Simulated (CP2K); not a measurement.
# Sn (I4/mmm) in CP2K: reference runs, part 2 of 3

CP2K 2026.2.

**4. Single point, PBEsol, 26.81 Å³/atom (volume scaled by 0.98)**

sn_eos.inp

```
&GLOBAL
  PROJECT sn_eos
  RUN_TYPE ENERGY_FORCE
  PRINT_LEVEL LOW
&END GLOBAL
&FORCE_EVAL
  METHOD QS
  STRESS_TENSOR ANALYTICAL
  &DFT
    BASIS_SET_FILE_NAME BASIS_MOLOPT_UZH
    POTENTIAL_FILE_NAME POTENTIAL_UZH
    WFN_RESTART_FILE_NAME previous-RESTART.kp
    &MGRID
      CUTOFF 450
      REL_CUTOFF 60
      NGRIDS 5
    &END MGRID
    &QS
      METHOD GPW
      EPS_DEFAULT 1.0E-10
    &END QS
    &KPOINTS
      SCHEME MONKHORST-PACK 10 10 10
      GAMMA_CENTERED T
      SYMMETRY T
      SYMMETRY_BACKEND SPGLIB
    &END KPOINTS
    &SCF
      SCF_GUESS RESTART
      EPS_SCF 1.0E-6
      MAX_SCF 100
      ADDED_MOS 8
      CHOLESKY OFF
      EPS_EIGVAL 1.0E-7
      &DIAGONALIZATION ON
        ALGORITHM STANDARD
      &END DIAGONALIZATION
      &MIXING ON
        METHOD BROYDEN_MIXING
        ALPHA 0.4
        BETA 1.5
        NBUFFER 8
      &END MIXING
      &SMEAR ON
        METHOD FERMI_DIRAC
        ELECTRONIC_TEMPERATURE 580.23
      &END SMEAR
    &END SCF
    &XC
      &XC_FUNCTIONAL
        &GGA_X_PBE_SOL
        &END GGA_X_PBE_SOL
        &GGA_C_PBE_SOL
        &END GGA_C_PBE_SOL
      &END XC_FUNCTIONAL
    &END XC
    &PRINT
      &KPOINTS ON
      &END KPOINTS
      &MULLIKEN ON
      &END MULLIKEN
      &MO ON
        ENERGIES T
        OCCUPATION_NUMBERS T
        &EACH
          QS_SCF 0
        &END EACH
        ADD_LAST NUMERIC
      &END MO
    &END PRINT
  &END DFT
  &SUBSYS
    &CELL
      A 3.2933679083 0.0000000000 0.0000000000
      B -1.6408194231 2.8555181317 0.0000000000
      C -0.8262742426 -1.4277590658 2.8504468256
      PERIODIC XYZ
    &END CELL
    &COORD
      Sn  0.0000000000 0.0000000000 0.0000000000
    &END COORD
    &KIND Sn
      BASIS_SET TZVP-MOLOPT-PBE-GTH-q4
      POTENTIAL GTH-PBE-q4
    &END KIND
    &PRINT
      &ATOMIC_COORDINATES ON
      &END ATOMIC_COORDINATES
      &CELL ON
      &END CELL
      &SYMMETRY ON
      &END SYMMETRY
    &END PRINT
  &END SUBSYS
  &PRINT
    &FORCES ON
    &END FORCES
    &STRESS_TENSOR ON
    &END STRESS_TENSOR
  &END PRINT
&END FORCE_EVAL
```

Launch:

```
OMP_NUM_THREADS=1 cp2k.psmp -i sn_eos.inp -o sn_eos.out
```

It took 12 s on 1 thread of Arm Neoverse V2, shared host; peak memory 0.21 GiB.

Results (log left out):

```
Free energy            : -94.7831 eV
Pressure               : 2.4 GPa
Band gap on the k mesh : none (metal or under the smearing width)
```

Caveat: the potentials were made for another functional, which shifts forces and pressure; the basis of atomic orbitals isn't converged, which shifts pressures, moduli and gaps.

**5. Single point, PBEsol, 27.90 Å³/atom (volume scaled by 1.02)**

sn_eos.inp, as its differences from that of step 4:

```diff
@@ -73,5 +73,5 @@
     &CELL
-      A 3.2933679083 0.0000000000 0.0000000000
-      B -1.6408194231 2.8555181317 0.0000000000
-      C -0.8262742426 -1.4277590658 2.8504468256
+      A 3.3375794646 0.0000000000 0.0000000000
+      B -1.6628464733 2.8938518083 0.0000000000
+      C -0.8373664956 -1.4469259042 2.8887124229
       PERIODIC XYZ
```

Potentials or basis: POTENTIAL_UZH Sn GTH-PBE-q4; TZVP-MOLOPT-PBE-GTH basis.

Launch:

```
OMP_NUM_THREADS=1 cp2k.psmp -i sn_eos.inp -o sn_eos.out
```

sn_eos.out:

```text

 CP2K| version string:                                       CP2K version 2026.2
 CP2K| Input file name                                                sn_eos.inp

 GLOBAL| Force Environment number                                              1
 GLOBAL| Basis set file name                                    BASIS_MOLOPT_UZH
 GLOBAL| Potential file name                                       POTENTIAL_UZH
 GLOBAL| MM Potential file name                                     MM_POTENTIAL
 GLOBAL| Coordinate file name                                      __STD_INPUT__
 GLOBAL| Method name                                                        CP2K
 GLOBAL| Project name                                                     sn_eos
 GLOBAL| Run type                                                   ENERGY_FORCE
 GLOBAL| FFT library                                                       FFTW3
[... 6 lines left out ...]
 GLOBAL| Total number of message passing processes                             1
 GLOBAL| Number of threads for this process                                    1
 GLOBAL| CPU model name                                                  UNKNOWN

 CELL| Volume [angstrom^3]:                                            27.900514
 CELL| Vector a [angstrom]:       3.338     0.000     0.000   |a| =     3.337579
 CELL| Vector b [angstrom]:      -1.663     2.894     0.000   |b| =     3.337579
 CELL| Vector c [angstrom]:      -0.837    -1.447     2.889   |c| =     3.337579
 CELL| Angle (b,c), alpha [degree]:                                   104.530205
 CELL| Angle (a,c), beta  [degree]:                                   104.530205
 CELL| Angle (a,b), gamma [degree]:                                   119.882259
 CELL| Numerically orthorhombic:                                              NO
 CELL| Periodicity                                                           XYZ

 CELL_REF| Volume [angstrom^3]:                                        27.900514
 CELL_REF| Vector a [angstrom     3.338     0.000     0.000   |a| =     3.337579
 CELL_REF| Vector b [angstrom    -1.663     2.894     0.000   |b| =     3.337579
 CELL_REF| Vector c [angstrom    -0.837    -1.447     2.889   |c| =     3.337579
 CELL_REF| Angle (b,c), alpha [degree]:                               104.530205
 CELL_REF| Angle (a,c), beta  [degree]:                               104.530205
 CELL_REF| Angle (a,b), gamma [degree]:                               119.882259
 CELL_REF| Numerically orthorhombic:                                          NO
 CELL_REF| Periodicity                                                       XYZ
[... 9 lines left out ...]
 TOTAL NUMBERS AND MAXIMUM NUMBERS

  Total number of            - Atomic kinds:                                   1
                             - Atoms:                                          1
                             - Shell sets:                                     1
                             - Shells:                                         7
                             - Primitive Cartesian functions:                  4
                             - Cartesian basis functions:                     18
                             - Spherical basis functions:                     17

  Maximum angular momentum of- Orbital basis functions:                        2
                             - Local part of the GTH pseudopotential:          0
                             - Non-local part of the GTH pseudopotential:      4

 MODULE QUICKSTEP: ATOMIC COORDINATES IN ANGSTROM

   Atom Kind Element         X             Y             Z       Z(eff)     Mass
      1    1 Sn   50      0.000000      0.000000      0.000000   4.0000 118.7100

 Crystal Symmetry Information
       International Symbol:                                              I4/mmm
       Point Group Symbol:                                                 4/mmm
[... 80 lines left out ...]
 [... further k-points ...]
 *******************************************************************************

 Extrapolation method: initial_guess

 Number of electrons:                                                          4
 Number of occupied orbitals:                                                  2
 Number of molecular orbitals:                                                10

 Number of orbital functions:                                                 17
 Number of independent orbital functions:                                     17

 SCF WAVEFUNCTION OPTIMIZATION

  Step     Update method      Time    Convergence         Total energy    Change
  ------------------------------------------------------------------------------
     1 NoMix/Diag. 0.40E+00    1.5     0.00940025        -3.4803417779 -3.48E+00
     2 Broy./Diag. 0.40E+00    1.2     0.00017237        -3.4854241155 -5.08E-03
     3 Broy./Diag. 0.40E+00    1.2     0.00031789        -3.4836466934  1.78E-03
     4 Broy./Diag. 0.40E+00    1.2     0.00012577        -3.4836113548  3.53E-05
     5 Broy./Diag. 0.40E+00    1.2     0.00003001        -3.4836001040  1.13E-05
     6 Broy./Diag. 0.40E+00    1.2     0.00000642        -3.4835368034  6.33E-05
     7 Broy./Diag. 0.40E+00    1.2     0.00000074        -3.4835274000  9.40E-06

  *** SCF run converged in     7 steps ***

  Electronic density on regular grids:         -3.9999993386        0.0000006614
  Core density on regular grids:                3.9999999981       -0.0000000019
  Total charge density on r-space grids:        0.0000006595
  Total charge density g-space grids:           0.0000006595

  Overlap energy of the core charge distribution:               0.00000000000210
  Self energy of the core charge distribution:                 -7.46035812955674
  Core Hamiltonian energy:                                      1.53979863035313
  Hartree energy:                                               3.45499667076574
  Exchange-correlation energy:                                 -1.01778985812315
  Electronic entropic energy:                                  -0.00017471413742
  Fermi energy:                                                 0.18253896656439

  Total energy:                                                -3.48352740001548
  Total energy (extrapolated to T->0):                         -3.48344004294677

 MO| EIGENVALUES AND OCCUPATION NUMBERS FOR K POINT 1
 MO|
 MO|  Index      Eigenvalue [a.u.]        Eigenvalue [eV]             Occupation
 MO|      1              -0.006153              -0.167434               2.000000
 MO|      2               0.092846               2.526482               2.000000
 MO|      3               0.160026               4.354532               1.999990
 MO|      4               0.299849               8.159300               0.000000
 MO|      5               0.472952              12.869686               0.000000
 MO|      6               0.651222              17.720643               0.000000
 MO|      7               0.705545              19.198859               0.000000
 MO|      8               0.974760              26.524564               0.000000
 MO|      9               1.056642              28.752699               0.000000
 MO|     10               1.293493              35.197743               0.000000
 MO| Sum:                                                               5.999990
 MO| E(Fermi):            0.182539 a.u.          4.967138 eV
 MO| Band gap:            0.067180 a.u.          1.828050 eV
[... 205 lines left out ...]
 MO|  Index      Eigenvalue [a.u.]        Eigenvalue [eV]             Occupation
 MO|      1              -0.036741              -0.999767               2.000000
 MO|      2               0.114996               3.129212               2.000000
 MO|      3               0.164616               4.479438               1.999884
 MO|      4               0.216481               5.890751               0.000000
 MO|      5               0.705313              19.192552               0.000000
 MO|      6               0.740136              20.140129               0.000000
 MO|      7               0.827629              22.520926               0.000000
 MO|      8               0.896797              24.403075               0.000000
 MO|      9               1.017173              27.678687               0.000000
 MO|     10               1.233447              33.563791               0.000000
 MO| Sum:                                                               5.999884
 MO| E(Fermi):            0.182539 a.u.          4.967138 eV
 MO| Band gap:            0.049620 a.u.          1.350226 eV

 [... the levels of further k-points ...]

 !-----------------------------------------------------------------------------!
                     Mulliken Population Analysis

 #  Atom  Element  Kind  Atomic population                           Net charge
       1     Sn       1          4.000000                              0.000000
 # Total charge                              4.000000                  0.000000

 !-----------------------------------------------------------------------------!

 ENERGY| Total FORCE_EVAL ( QS ) energy [hartree]             -3.483524610798872

 FORCES| Atomic forces [hartree/bohr]
 FORCES|   Atom     x               y               z               |f|
 FORCES|      1  1.51863136E-15 -3.57585794E-15 -2.64333366E-15   4.69895883E-15
 FORCES| Sum     1.51863136E-15 -3.57585794E-15 -2.64333366E-15
 FORCES| Total atomic force                                       4.69895883E-15

 STRESS| Analytical stress tensor [bar]
 STRESS|                        x                   y                   z
 STRESS|      x        7.23350741055E+02   6.03690913026E+03  -1.66148115509E-03
 STRESS|      y        6.03690913026E+03   7.66122885121E+03  -5.32845154254E-04
 STRESS|      z       -1.66148115509E-03  -5.32845154254E-04  -2.77026813082E+03
 STRESS| 1/3 Trace                                             1.87143715382E+03
 STRESS| Determinant                                           8.56082560127E+10

 STRESS| Eigenvectors and eigenvalues of the analytical stress tensor [bar]
 STRESS|                        1                   2                   3
 STRESS| Eigenvalues  -2.77031104407E+03  -2.77026809885E+03   1.11548906044E+04
 STRESS|      x           0.865190609364     -0.023611718157      0.500886909626
 STRESS|      y          -0.500700484011      0.013664609236      0.865512740383
 STRESS|      z           0.027280666779      0.999627813349     -0.000000092882
```

It took 11 s on 1 thread of Arm Neoverse V2, shared host; peak memory 0.21 GiB.

Results:

```yaml
Free_energy: -94.7915 eV
Pressure: 0.2 GPa
Band_gap_on_the_k_mesh: none (metal or under the smearing width)
```

Caveat: the potentials were made for another functional, which shifts forces and pressure; the basis of atomic orbitals isn't converged, which shifts pressures, moduli and gaps.

**6. Single point, PBEsol, 26.26 Å³/atom (volume scaled by 0.96)**

sn_eos.inp, as its differences from that of step 5:

```diff
@@ -73,5 +73,5 @@
     &CELL
-      A 3.3375794646 0.0000000000 0.0000000000
-      B -1.6628464733 2.8938518083 0.0000000000
-      C -0.8373664956 -1.4469259042 2.8887124229
+      A 3.2708098859 0.0000000000 0.0000000000
+      B -1.6295805811 2.8359591745 0.0000000000
+      C -0.8206146523 -1.4179795872 2.8309226045
       PERIODIC XYZ
```

Potentials or basis: POTENTIAL_UZH Sn GTH-PBE-q4; TZVP-MOLOPT-PBE-GTH basis.

Launch:

```
OMP_NUM_THREADS=1 cp2k.psmp -i sn_eos.inp -o sn_eos.out
```

Run time: 14 s. Hardware: 1 thread of Arm Neoverse V2, shared host; peak memory 0.22 GiB.

The run converged. Its results:

```yaml
Free_energy: -94.7729 eV
Pressure: 3.7 GPa
Band_gap_on_the_k_mesh: none (metal or under the smearing width)
```

Caveat: the potentials were made for another functional, which shifts forces and pressure; the basis of atomic orbitals isn't converged, which shifts pressures, moduli and gaps.

[end of part 2 of 3]
